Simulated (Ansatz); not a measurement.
# Al: energy over two strains

A grid of calculations on Al (Im-3m, No. 229; 1 atom in the cell), to see where the energy is lowest and how it rises around there.

Method: DFT PBE, scalar-relativistic, plane waves, PAW, in Ansatz 0.2.0.

1 further run of the same task is left out (set aside as unsound or not needed).

### Step 1. The starting structure

It takes space group Im-3m (No. 229, cubic). Conventional cell: a = 3.235 Å, b = 3.235 Å, c = 3.235 Å, α = 90.00°, β = 90.00°, γ = 90.00°. Al (site symmetry m-3m) is surrounded by 8 Al at 2.80 Å.

As a file:

```
CELL_PARAMETERS angstrom
-1.61751 1.61751 1.61751
1.61751 -1.61751 1.61751
1.61751 1.61751 -1.61751
ATOMIC_POSITIONS crystal
Al 0.00000 0.00000 0.00000
```

It goes back to an entry of the Materials Project, which need not be the stable form.

It is the result of an earlier relaxation at this level (volume 16.93 Å³/atom; gap on the mesh: none (metal)).

### Step 3. The grid

The energy is mapped over two homogeneous strains (x along [1 0 0], y along [0 1 0], z along [0 0 1] of the conventional cell).

- engineering shear strain xy: 9 values from −14.0 to 14.0 %
- strain +e along x and -e along y: 9 values from −7.00 to 7.00 %

Nothing else is relaxed (symmetry fixes all fractional coordinates). Energies count from the relaxed crystal. Points are written as (first, second).

(The set-up runs are not shown.)

### Step 4. The run at (−14.0 %, 0.00 %)

File input.yaml:

```yaml
crystal:
  lattice:
    - [-1.7307359569, 1.7307359569, 1.6175102401]
    - [1.7307359569, -1.7307359569, 1.6175102401]
    - [1.5042845233, 1.5042845233, -1.6175102401]
  atoms:
    - { symbol: Al, position: [0.0, 0.0, 0.0] }
basis:
  ecutwfc: 420
kpoints:
  mp_grid: { grid: [20, 20, 20] }
hamiltonian:
  xc: pbe
scf:
  occupations: { method: gaussian, width: 0.15 }
output:
  forces: true
  stress: true
  eigenvalues: true
```

On the command line:

```
$ ansatz run input.yaml --threads 1 --pin off --max-ram 2048MiB --backend cpu --events-out ev --progress --plain --runs-dir out
```

The session goes on with these runs: the other points that were computed.

**Question.** What will these runs give? Wanted: lowest point; highest computed point; pressure.

As calculated:

| quantity | value |
| --- | --- |
| lowest point | (0.0 %, −7.00 %), −17.4 meV/atom |
| highest computed point | (−14.0 %, 0.00 %), 60.3 meV/atom above the lowest |
| pressure (GPa) | −0.01 at (0.0 %, −1.75 %) to 2.22 at (−14.0 %, −7.00 %); 0.18 at the lowest point |
| time for all points | 3.1 min on 1 thread, shared host |

The lowest computed point is at (0.0 %, −7.00 %), −17.4 meV/atom from the relaxed crystal. It lies at the edge of the scanned range, so the true minimum may lie outside. The highest computed point, (−14.0 %, 0.00 %), lies 60.3 meV/atom above the lowest. The cell at the lowest point has space group Immm.
